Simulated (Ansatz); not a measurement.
A run of Ansatz 0.2.0 is set up as follows.

File input.yaml:

```yaml
crystal:
  lattice:
    - [0.0, 2.702, 2.702]
    - [2.702, 0.0, 2.702]
    - [2.702, 2.702, 0.0]
  atoms:
    - { symbol: Zn, position: [0.75, 0.75, 0.75] }
    - { symbol: S, position: [0.0, 0.0, 0.0] }
kpoints:
  mp_grid: { grid: [9, 9, 9] }
scf:
  occupations: { method: gaussian, width: 0.013 }
hamiltonian:
  xc: pbe
  pseudopotentials: { kind: all_electron, lapw: { basis_error: 0.001 } }
output:
  forces: true
  stress: true
  eigenvalues: true
```

Potentials or basis: all-electron LAPW, scalar-relativistic.

Run with:

```sh
$ ansatz run input.yaml --threads 1 --pin off --max-ram 3072MiB --backend cpu --events-out ev --progress --plain --runs-dir out
```

What does it give for the band gap on the k mesh?

2.11 eV, direct.

Estimate the pressure.

1.6 GPa.

**The experiment to reproduce.**

“Electronic, vibrational, and thermodynamic properties of ZnS (zincblende and rocksalt structure)”, 2009, arxiv:0911.5022 quotes, for a bulk crystal of ZnS at 19 K: band gap 3.85 eV (direct).

A measured gap of ZnS is 3.85 eV (direct; 19 K; quoted in “Electronic, vibrational, and thermodynamic properties of ZnS (zincblende and rocksalt structure)”, 2009, arxiv:0911.5022); the calculated 2.11 eV misses it by -1.74 eV. The value is that of PBE, without temperature or zero-point motion. Semilocal functionals fall short of measured gaps as a rule.
